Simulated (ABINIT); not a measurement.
Crystal: BN.

```xyz
2
Lattice="0.0000 1.8130 1.8130 1.8130 0.0000 1.8130 1.8130 1.8130 0.0000" Properties=species:S:1:pos:R:3 pbc="T T T"
N     0.9065    0.9065    0.9065
B     0.0000    0.0000    0.0000
```

The cell is a database's computed one.

Base run:

- Program: ABINIT 10.8.3 (patched build)
- Functional: PW91
- Potentials or basis: JTH PAW PBE v2.0
- Cutoff: 844 eV
- k mesh: 13 × 13 × 13
- Occupations: fermi-dirac, width 0.05 eV
- Spin: no spin polarisation

Its results: band gap on the k mesh 4.57 eV, indirect (least direct gap 8.79 eV); pressure -1.4 GPa.

Problem. After a change of settings the same cell gave: band gap on the k mesh 4.54 eV, indirect (least direct gap 8.81 eV); pressure 3.7 GPa. Which change was it?
A. functional from PW91 to LDA
B. functional from PW91 to PBEsol
C. functional from PW91 to AM05
D. functional from PW91 to revPBE

Solution. D.

revPBE binds less tightly than PW91, so the same cell stands under more pressure.

Caveats: the PAW data sets were made with another functional, which shifts forces and pressure a little; an odd mesh through Γ misses points on the zone boundary, where band edges often lie.

Runs at the PBE level aren't shown here.
